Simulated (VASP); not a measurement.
# NaI (Fm-3m) in VASP: notebook, part 2 of 2

VASP 6.6.1.

## (3) Single point, PBE

File INCAR:

```
ALGO     = Fast           # electronic algorithm
EDIFF    = 1E-6           # SCF threshold, eV
ENCUT    = 520            # plane-wave cutoff, eV
GGA      = PE             # functional
ISIF     = 2              # what is computed and relaxed
ISMEAR   = 0              # smearing method
LASPH    = T              # aspherical terms in the spheres
LCHARG   = T              # write CHGCAR
LELF     = T              # ELF
LREAL    = F              # projectors in reciprocal space
LVHAR    = T            
LWAVE    = F              # write WAVECAR
NELM     = 80             # most SCF steps
PREC     = Accurate       # precision mode
SIGMA    = 0.011          # smearing width, eV
```

File KPOINTS:

```
k-points
0
Gamma
  7 7 7
```

File POSCAR:

```
NaI
1.0
    0.0000000000      3.2364000000      3.2364000000
    3.2364000000      0.0000000000      3.2364000000
    3.2364000000      3.2364000000      0.0000000000
I Na
1 1
Direct
    0.5000000000      0.5000000000      0.5000000000
    0.0000000000      0.0000000000      0.0000000000
```

Potentials or basis: VASP PAW PBE potentials, release 64 (I, Na_pv).

The run is started by

```
$ cat potpaw_PBE.64/I/POTCAR potpaw_PBE.64/Na_pv/POTCAR > POTCAR
$ mpirun -np 1 vasp_std > vasp.out
```

OUTCAR:

```text
EDIFF = 1E-6
   ENCUT = 520
   GGA = PE
   ISIF = 2
   ISMEAR = 0
   LASPH = T
   LREAL = F
   NELM = 80
   PREC = Accurate

 ion  position               nearest neighbor table
   1  0.500  0.500  0.500-
   2  0.000  0.000  0.000-

  LATTYP: Found a face centered cubic cell.
 ALAT       =     6.4728000000

  Lattice vectors:

 A1 = (   0.0000000000,   3.2364000000,   3.2364000000)
 A2 = (   3.2364000000,   0.0000000000,   3.2364000000)
 A3 = (   3.2364000000,   3.2364000000,   0.0000000000)

Analysis of symmetry for initial positions (statically):
=====================================================================
 Subroutine PRICEL returns:
 Original cell was already a primitive cell.

 Routine SETGRP: Setting up the symmetry group for a
 face centered cubic supercell.

 Subroutine GETGRP returns: Found 48 space group operations
 (whereof 48 operations were pure point group operations)
 out of a pool of 48 trial point group operations.

The static configuration has the point symmetry O_h .

Analysis of symmetry for dynamics (positions and initial velocities):
=====================================================================
 Subroutine PRICEL returns:
 Original cell was already a primitive cell.

 Routine SETGRP: Setting up the symmetry group for a
 face centered cubic supercell.

 Subroutine GETGRP returns: Found 48 space group operations
 (whereof 48 operations were pure point group operations)
 out of a pool of 48 trial point group operations.

The dynamic configuration has the point symmetry O_h .

 Subroutine INISYM returns: Found 48 space group operations
 (whereof 48 operations are pure point group operations),
 and found     1 'primitive' translations

----------------------------------------------------------------------------------------

                                     Primitive cell
[... 112 lines left out ...]
   LHFCALC =     F    Hartree Fock is set to
   AEXX    =    0.0000 exact exchange contribution
   IVDW    =     0    specifies the selected vdW correction
   LEPSILON=     F    determine dielectric tensor
   LRPA    =     F    only Hartree local field effects (RPA)
 non-spin polarized calculation
 RMM-DIIS sequential band-by-band and
 Gauss-broadening in eV      SIGMA  =   0.01
  energy-cutoff  :      520.00
  volume of cell :       67.80
 maximum number of plane-waves:      1841
 NGX is ok and might be reduce to    36
   NGX = 17   NGY = 17   NGZ = 17

 number of electron      13.9999993 magnetization

 Free energy of the ion-electron system (eV)
  ---------------------------------------------------
  ext. energy  EPLUGINS =         0.00000000
  ---------------------------------------------------
  free energy    TOTEN  =        -5.38505419 eV

  energy without entropy =       -5.38505419  energy(sigma->0) =       -5.38505419

 E-fermi :   0.8608     XC(G=0):  -7.7045

 val. band max:        0.8069995433   @ k =   0.0000   0.0000   0.0000
 cond. band min:       4.4473701095   @ k =   0.0000   0.0000   0.0000
 fundamental gap:      3.6403705662
 Fermi energy:         0.8607924197

 k-point     1 :       0.0000    0.0000    0.0000
  band No.  band energies     occupation
      1     -21.6328      2.00000
      2     -21.6328      2.00000
      3     -21.6328      2.00000
      4     -10.2105      2.00000
      5       0.8070      2.00000
      6       0.8070      2.00000
      7       0.8070      2.00000
      8       4.4474      0.00000
      9       8.7363      0.00000
     10       8.7363      0.00000
     11       8.7363      0.00000
[... 253 lines left out ...]
 k-point    20 :      -0.2857    0.4286    0.1429
  band No.  band energies     occupation
      1     -21.6357      2.00000
      2     -21.6357      2.00000
      3     -21.6342      2.00000
      4      -9.8180      2.00000
      5      -0.6782      2.00000
      6      -0.6180      2.00000
      7       0.0524      2.00000
      8       6.5222      0.00000
      9       7.8246      0.00000
     10       8.7433      0.00000
     11       9.1066      0.00000

------------------------ aborting loop because EDIFF is reached ----------------------------------------

  FORCE on cell =-STRESS in cart. coord.  units (eV):
  Direction    XX          YY          ZZ          XY          YZ          ZX
  --------------------------------------------------------------------------------------
  -------------------------------------------------------------------------------------
  Total        0.1847988      0.1847988      0.1847988      0.0000000      0.0000000      0.0000000
  in kB        4.3670992      4.3670992      4.3670992      0.0000000      0.0000000      0.0000000
  external PRESSURE =       4.3670992 kB  Pullay stress =       0.0000000 kB

 VOLUME and BASIS-vectors are now :
 -----------------------------------------------------------------------------
  energy-cutoff  :      520.00
  volume of cell :       67.80
      direct lattice vectors                 reciprocal lattice vectors
     0.000000000  3.236400000  3.236400000    -0.154492646  0.154492646  0.154492646
     3.236400000  0.000000000  3.236400000     0.154492646 -0.154492646  0.154492646
     3.236400000  3.236400000  0.000000000     0.154492646  0.154492646 -0.154492646

 POSITION                                       TOTAL-FORCE (eV/Angst)
 -----------------------------------------------------------------------------------
      3.23640      3.23640      3.23640        -0.000000     -0.000000      0.000000
      0.00000      0.00000      0.00000         0.000000      0.000000     -0.000000
 -----------------------------------------------------------------------------------
    total drift:                                0.000000      0.000000      0.000000

  FREE ENERGIE OF THE ION-ELECTRON SYSTEM (eV)
  ---------------------------------------------------
  free  energy   TOTEN  =        -5.3850541891 eV

  energy  without entropy=       -5.3850541891  energy(sigma->0) =       -5.38505419
```

OSZICAR:

```text
N       E                     dE             d eps       ncg     rms          rms(c)
DAV:   1     0.798681071565E+02    0.79868E+02   -0.68243E+03   440   0.113E+03
DAV:   2     0.120067084566E+01   -0.78667E+02   -0.74312E+02   478   0.234E+02
DAV:   3    -0.526835323942E+01   -0.64690E+01   -0.64349E+01   539   0.700E+01
DAV:   4    -0.544815947609E+01   -0.17981E+00   -0.17974E+00   531   0.123E+01
DAV:   5    -0.545267863078E+01   -0.45192E-02   -0.45191E-02   553   0.201E+00    0.163E+00
RMM:   6    -0.539144150811E+01    0.61237E-01   -0.68427E-02   491   0.152E+00    0.110E+00
RMM:   7    -0.538356842591E+01    0.78731E-02   -0.95186E-02   541   0.156E+00    0.530E-01
RMM:   8    -0.538524911388E+01   -0.16807E-02   -0.56600E-03   475   0.946E-01    0.175E-01
RMM:   9    -0.538501903971E+01    0.23007E-03   -0.12636E-03   565   0.374E-01    0.420E-02
RMM:  10    -0.538504982273E+01   -0.30783E-04   -0.29024E-04   649   0.184E-01    0.477E-02
RMM:  11    -0.538505336607E+01   -0.35433E-05   -0.50851E-05   660   0.790E-02    0.452E-03
RMM:  12    -0.538505418911E+01   -0.82304E-06   -0.56954E-06   548   0.268E-02
   1 F= -.53850542E+01 E0= -.53850542E+01  d E =-.223126E-14
```

stdout:

```text
POSCAR found type information on POSCAR I Na
 POSCAR found :  2 types and       2 ions
 scaLAPACK will be used
 LDA part: xc-table for (Slater+PW92), standard interpolation
 POSCAR, INCAR and KPOINTS ok, starting setup
 FFT: planning ... GRIDC
 FFT: planning ... GRID_SOFT
 FFT: planning ... GRID
 WAVECAR not read
 entering main loop
```

Wall time 10 s (1 thread of AMD EPYC 9R45 (Zen 5), shared host); peak memory 0.17 GiB.

Results:

| Quantity | Value |
| --- | --- |
| Free energy | -5.3851 eV |
| Pressure | 0.4 GPa |
| Band gap on the k mesh | 3.64 eV, direct |

Caveat: spin-orbit coupling is left out, which moves the levels of the heavy elements.

## (4) Relaxation of cell and atoms, RPBE

File INCAR:

```
PREC = Accurate ; ENCUT = 600
EDIFF = 1E-7 ; ISMEAR = -1
SIGMA = 0.05 ; LREAL = False
LASPH = True ; NELM = 80
ALGO = Normal ; ISIF = 3
LWAVE = False ; LCHARG = False
GGA = RP ; IBRION = 2
NSW = 40 ; EDIFFG = -0.02
```

File KPOINTS:

```
regular mesh
0
Gamma
  7 7 7
```

POSCAR is that of step 3.

Potentials or basis: VASP PAW PBE potentials, release 64 (I, Na_pv).

The run is started by

```
$ cat potpaw_PBE.64/I/POTCAR potpaw_PBE.64/Na_pv/POTCAR > POTCAR
$ mpirun -np 1 vasp_std > vasp.out
```

OUTCAR:

```text
PREC = Accurate
   ENCUT = 600
   EDIFF = 1E-7
   ISMEAR = -1
   LREAL = False
   LASPH = True
   NELM = 80
   ISIF = 3
   GGA = RP
   IBRION = 2
   NSW = 40
   EDIFFG = -0.02

 ion  position               nearest neighbor table
   1  0.500  0.500  0.500-
   2  0.000  0.000  0.000-

  LATTYP: Found a face centered cubic cell.
 ALAT       =     6.4728000000

  Lattice vectors:

 A1 = (   0.0000000000,   3.2364000000,   3.2364000000)
 A2 = (   3.2364000000,   0.0000000000,   3.2364000000)
 A3 = (   3.2364000000,   3.2364000000,   0.0000000000)

Analysis of symmetry for initial positions (statically):
=====================================================================
 Subroutine PRICEL returns:
 Original cell was already a primitive cell.

 Routine SETGRP: Setting up the symmetry group for a
 face centered cubic supercell.

 Subroutine GETGRP returns: Found 48 space group operations
 (whereof 48 operations were pure point group operations)
 out of a pool of 48 trial point group operations.

The static configuration has the point symmetry O_h .

Analysis of symmetry for dynamics (positions and initial velocities):
=====================================================================
 Subroutine PRICEL returns:
 Original cell was already a primitive cell.

 Routine SETGRP: Setting up the symmetry group for a
 face centered cubic supercell.

 Subroutine GETGRP returns: Found 48 space group operations
 (whereof 48 operations were pure point group operations)
 out of a pool of 48 trial point group operations.

The dynamic configuration has the point symmetry O_h .

 Subroutine INISYM returns: Found 48 space group operations
 (whereof 48 operations are pure point group operations),
 and found     1 'primitive' translations

----------------------------------------------------------------------------------------

[... 98 lines left out ...]
   NELECT =      14.0000    total number of electrons
   NUPDOWN=      -1.0000    fix difference up-down
   EMIN   =  10.00;   EMAX   =-10.00  energy-range for DOS
   EFERMI =   0.00;   METHOD = LEGACY
   ISMEAR =    -1;   SIGMA  =   0.05  broadening in eV -4-tet -1-fermi 0-gaus
   EFERMI_NEDOS =   21; number of points for ismear=-14 and -15
   IALGO  =     38    algorithm
   IMIX   =      4    mixing-type and parameters
     AMIX     =   0.40;   BMIX     =  1.00
     AMIX_MAG =   1.60;   BMIX_MAG =  1.00
  volume/ion in A,a.u.               =      33.90       228.76
  Fermi-wavevector in a.u.,A,eV,Ry     =   0.967636  1.828567 12.739397  0.936319
  Thomas-Fermi vector in A             =   2.097538
   LORBIT       =      0    0 simple, 1 ext, 2 COOP (PROOUT), +10 PAW based schemes
   GGA     = RP    functional components
   LHFCALC =     F    Hartree Fock is set to
   AEXX    =    0.0000 exact exchange contribution
   IVDW    =     0    specifies the selected vdW correction
   LEPSILON=     F    determine dielectric tensor
   LRPA    =     F    only Hartree local field effects (RPA)
 conjugate gradient relaxation of ions
 non-spin polarized calculation
  energy-cutoff  :      600.00
  volume of cell :       67.80
 maximum number of plane-waves:      2281
 NGX is ok and might be reduce to    40
   NGX = 19   NGY = 19   NGZ = 19

--------------------------------------- Ionic step        1  -------------------------------------------

 number of electron      13.9999994 magnetization

 Free energy of the ion-electron system (eV)
  ---------------------------------------------------
  ext. energy  EPLUGINS =         0.00000000
  ---------------------------------------------------
  free energy    TOTEN  =        -5.02171333 eV

  energy without entropy =       -5.02171333  energy(sigma->0) =       -5.02171333

------------------------ aborting loop because EDIFF is reached ----------------------------------------

  FORCE on cell =-STRESS in cart. coord.  units (eV):
  Direction    XX          YY          ZZ          XY          YZ          ZX
  --------------------------------------------------------------------------------------
  -------------------------------------------------------------------------------------
  Total        0.6999186      0.6999186      0.6999186      0.0000000      0.0000000      0.0000000
  in kB       16.5402308     16.5402308     16.5402308      0.0000000      0.0000000      0.0000000
  external PRESSURE =      16.5402308 kB  Pullay stress =       0.0000000 kB
[... 95 lines left out ...]
--------------------------------------- Ionic step        4  -------------------------------------------

 number of electron      14.0000005 magnetization

 Free energy of the ion-electron system (eV)
  ---------------------------------------------------
  ext. energy  EPLUGINS =         0.00000000
  ---------------------------------------------------
  free energy    TOTEN  =        -5.05691893 eV

  energy without entropy =       -5.05691893  energy(sigma->0) =       -5.05691893

 E-fermi :   1.2572     XC(G=0):  -7.0215

 val. band max:        0.2193048402   @ k =   0.0000   0.0000   0.0000
 cond. band min:       3.8571663457   @ k =   0.0000   0.0000   0.0000
 fundamental gap:      3.6378615055
 Fermi energy:         1.2572262013

 k-point     1 :       0.0000    0.0000    0.0000
  band No.  band energies     occupation
      1     -22.4021      2.00000
      2     -22.4021      2.00000
      3     -22.4021      2.00000
      4     -10.5016      2.00000
      5       0.2193      2.00000
      6       0.2193      2.00000
      7       0.2193      2.00000
      8       3.8572      0.00000
      9       8.2611      0.00000
     10       8.2611      0.00000
     11       8.2611      0.00000
[... 293 lines left out ...]
  FREE ENERGIE OF THE ION-ELECTRON SYSTEM (eV)
  ---------------------------------------------------
  free  energy   TOTEN  =        -5.0569189254 eV

  energy  without entropy=       -5.0569189253  energy(sigma->0) =       -5.05691893

 reached required accuracy - stopping structural energy minimisation
```

CONTCAR:

```text
NaI
   1.00000000000000
     0.0000000000000000    3.3547982797491009    3.3547982797491009
     3.3547982797491009    0.0000000000000000    3.3547982797491009
     3.3547982797491009    3.3547982797491009   -0.0000000000000000
  I               Na
     1     1
Direct
     0.5000000000000000    0.5000000000000000    0.5000000000000000
     0.0000000000000000    0.0000000000000000    0.0000000000000000

  0.00000000E+00  0.00000000E+00  0.00000000E+00
  0.00000000E+00  0.00000000E+00  0.00000000E+00
```

It took 55 s on 1 thread of AMD EPYC 9R45 (Zen 5), shared host; peak memory 0.21 GiB.

Results:

| Property | Result |
| --- | --- |
| Free energy | -5.0569 eV |
| Relaxed volume | 37.76 Å³/atom |
| Relaxed cell | a = 4.744 Å, b = 4.744 Å, c = 4.744 Å, α = 60.00°, β = 60.00°, γ = 60.00° |
| Space group after relaxing (to 0.05 Å) | Fm-3m (No. 225) |
| Energy gained by relaxing | 17.6 meV/atom |
| Ionic steps | 4 |
| Pressure after relaxing | 0.0 GPa |
| Band gap on the k mesh | 3.64 eV, direct |

Step by step:
```
step  energy change (eV)  largest force (eV/Å)  pressure (GPa)  volume (Å³)
   1              0.0000                0.0000            1.65        67.80
   2             -0.0260                0.0000            0.77        71.29
   3             -0.0344                0.0000           -0.18        76.58
   4             -0.0352                0.0000           -0.03        75.51
```

Final structure:
```cif
data_structure
_symmetry_space_group_name_H-M 'P 1'
_symmetry_Int_Tables_number 1
_cell_length_a 4.7444
_cell_length_b 4.7444
_cell_length_c 4.7444
_cell_angle_alpha 60.000
_cell_angle_beta 60.000
_cell_angle_gamma 60.000
_cell_volume 75.51
loop_
_atom_site_label
_atom_site_type_symbol
_atom_site_fract_x
_atom_site_fract_y
_atom_site_fract_z
_atom_site_occupancy
I1 I 0.50000 0.50000 0.50000 1
Na1 Na 0.00000 0.00000 0.00000 1
```

Caveat: the PAW data sets were made with another functional, which shifts forces and pressure a little; spin-orbit coupling is left out, which moves the levels of the heavy elements; the volume moved by +11 % from the deposited cell, more than functionals usually miss.

## (5) Relaxation of cell and atoms, revPBE

File INCAR:

```
SYSTEM = NaI
  PREC = Accurate
  ENCUT = 600
  EDIFF = 1E-6
  ISMEAR = -1
  SIGMA = 0.05
  LREAL = .FALSE.
  LASPH = .TRUE.
  NELM = 100
  ALGO = Normal
  ISIF = 3
  LWAVE = .FALSE.
  LCHARG = .FALSE.
  GGA = RE
  IBRION = 2
  NSW = 60
  EDIFFG = -0.02
```

File KPOINTS:

```
regular mesh
0
G
  7 7 7
  0 0 0
```

POSCAR is that of step 4.

The run is started by

```
$ cat potpaw_PBE.64/I/POTCAR potpaw_PBE.64/Na_pv/POTCAR > POTCAR
$ mpirun -np 1 vasp_std > vasp.out
```

Run time: 45 s. Hardware: 1 thread of AMD EPYC 9R45 (Zen 5), shared host; peak memory 0.21 GiB.

It converged, with:

| Quantity | Value |
| --- | --- |
| Free energy | -5.0658 eV |
| Relaxed volume | 37.40 Å³/atom |
| Relaxed cell | a = 4.729 Å, b = 4.729 Å, c = 4.729 Å, α = 60.00°, β = 60.00°, γ = 60.00° |
| Space group after relaxing (to 0.05 Å) | Fm-3m (No. 225) |
| Energy gained by relaxing | 14.5 meV/atom |
| Ionic steps | 4 |
| Pressure after relaxing | 0.0 GPa |
| Band gap on the k mesh | 3.63 eV, direct |

Step by step:
```csv
step,energy change (eV),largest force (eV/Å),pressure (GPa),volume (Å³)
1,0.0000,0.0000,1.48,67.80
2,-0.0210,0.0000,0.71,70.92
3,-0.0277,0.0000,-0.23,76.19
4,-0.0289,0.0000,0.02,74.79
```

Final structure:
```xyz
2
Lattice="0.0000 3.3441 3.3441 3.3441 0.0000 3.3441 3.3441 3.3441 0.0000" Properties=species:S:1:pos:R:3 pbc="T T T"
I     3.3441    3.3441    3.3441
Na    0.0000    0.0000    0.0000
```

Levels at points of the mesh, in eV from the valence-band top:
```csv
k point,band 4,band 5,band 6,band 7,band 8,band 9,band 10,band 11
"(0.00, 0.00, 0.00)",-10.75,0.00,0.00,0.00,3.63,8.02,8.02,8.02
```

Caveat: the PAW data sets were made with another functional, which shifts forces and pressure a little; spin-orbit coupling is left out, which moves the levels of the heavy elements; the volume moved by +10 % from the deposited cell, more than functionals usually miss.

## (6) The runs side by side

```tsv
task	level	cell	cutoff (eV)	smearing	gap on the mesh (eV)	pressure (GPa)	relaxed volume (Å³/atom)
single point	PBE	as given	520	gaussian 0.012 eV	3.64	0.4	-
single point	PBE	as given	520	gaussian 0.011 eV	3.64	0.4	-
relaxation of cell and atoms	RPBE	relaxed	600	fermi-dirac 0.05 eV	3.64	0.0	37.76
relaxation of cell and atoms	revPBE	relaxed	600	fermi-dirac 0.05 eV	3.63	0.0	37.40
```

Alike in all rows: potentials or basis VASP PAW PBE potentials, release 64 (I, Na_pv); no spin polarisation; k mesh 7 × 7 × 7.

Caveats: spin-orbit coupling is left out, which moves the levels of the heavy elements; the PAW data sets were made with another functional, which shifts forces and pressure a little (some runs); the volume moved by +11 % from the deposited cell, more than functionals usually miss (some runs); the volume moved by +10 % from the deposited cell, more than functionals usually miss (some runs).

Total energies depend on the potentials used, so only differences within one code and one set of settings carry meaning.
